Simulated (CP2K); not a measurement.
WS2 under changes of volume

One of the cells (17.744 Å³/atom); the others are scaled copies at fixed shape and fractional positions:

```
W S
1.0
     6.42736    0.00000    0.00000
     5.65154    3.06122    0.00000
     5.65154    1.43230    2.70547
W S
1 2
Direct
  0.00000 0.00000 0.00000
  0.58100 0.58100 0.58100
  0.75030 0.75030 0.75030
```

Measurements of this composition are mostly on another form, of space group No. 194.

| Item | Value |
| --- | --- |
| Program | CP2K 2026.2 |
| Functional | PBE |
| Potentials or basis | POTENTIAL_UZH W GTH-PBE-q14, S GTH-PBE-q6; TZVP-MOLOPT-PBE-GTH basis |
| Density cutoff | 6123 eV |
| k mesh | 10 × 10 × 10 |
| Occupations | fermi-dirac, width 0.05 eV |
| Spin | no spin polarisation |

```csv
volume (Å³/atom),energy over the lowest point (meV/atom),pressure (GPa),gap on the mesh (eV),largest force (eV/Å)
16.679,?,?,?,?
17.034,39.68,11.8,1.02,1.256
17.389,18.12,7.7,1.04,0.841
17.744,5.18,4.0,1.07,0.612
18.099,0.00,0.7,1.08,0.584
18.454,1.81,-2.3,1.10,0.785
18.809,9.90,-5.0,1.12,1.066
```

Q: What does the run at 16.679 Å³/atom give?

A: Energy over the lowest point 70.80 meV/atom; pressure 16.4 GPa; gap on the mesh 0.99 eV; largest force 1.703 eV/Å.

Worked out: A Birch-Murnaghan fit of order 3 (a polynomial in V^(-2/3)) to the other rows has its minimum at 18.18 Å³/atom with B0 = V·E''(V) = 157 GPa and B' = 4.4 at fixed shape and positions, which overstates the stiffness. It gives 70.84 meV/atom at 16.679 Å³/atom, against the run's 70.80, and -dE/dV = 16.4 GPa, against 16.4. A straight line through the other rows of the gap, of slope 0.995 eV per unit of ln V, extrapolates to 1.00 eV, against the run's 0.99.

Energies are extrapolated to zero smearing.

Caveats: spin-orbit coupling is left out, which moves the levels of the heavy elements; the basis of atomic orbitals isn't converged, which shifts pressures, moduli and gaps; forces of over 1 eV/Å show positions far from the minimum, so gaps and moduli don't describe the material at rest (some runs).

A mesh can miss the band edges.
